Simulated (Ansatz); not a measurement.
# Al3Cu under strain

Computed with Ansatz 0.2.0, DFT r2SCAN, scalar-relativistic, plane waves, PAW. (500 eV cutoff, 18×18×8 k-mesh, Gaussian smearing of 0.10 eV, no spin polarisation)

The relaxed crystal:

```xyz
4
Lattice="2.7738 0.0000 0.0000 0.0000 2.7738 0.0000 0.0000 0.0000 7.5919" Properties=species:S:1:pos:R:3 pbc="T T T"
Al    0.0000    0.0000    3.7959
Al    1.3869    1.3869    1.6903
Al    1.3869    1.3869    5.9016
Cu    0.0000    0.0000    0.0000
```

Deformation: biaxial strain in the a-b plane, with the length and tilt of c and the atoms relaxed, all within the symmetry that the strain leaves. Energies are extrapolated to zero smearing.

| strain (%) | ΔE (meV/atom) | a (Å) | b (Å) | c (Å) |
| --- | --- | --- | --- | --- |
| -3.0 | 22.8 | 2.691 | 2.691 | 7.687 |
| -2.0 | 9.8 | 2.718 | 2.718 | 7.649 |
| -1.0 | 2.2 | 2.746 | 2.746 | 7.618 |
| +0.0 | 0.0 | 2.774 | 2.774 | 7.592 |
| +1.0 | 2.5 | 2.802 | 2.802 | 7.551 |
| +2.0 | 8.7 | 2.829 | 2.829 | 7.502 |
| +3.0 | 18.2 | 2.857 | 2.857 | 7.449 |

**Question.** What stiffness (1/V) d²E/dε² at zero strain does a cubic fit over all points give?

**Answer.** A cubic fit gives (1/V) d²E/dε² = 499 GPa at zero strain (twice the biaxial modulus).

**Question.** How does the free axis c answer a small strain?

**Answer.** Between the innermost points its strain is -0.44 times the applied one.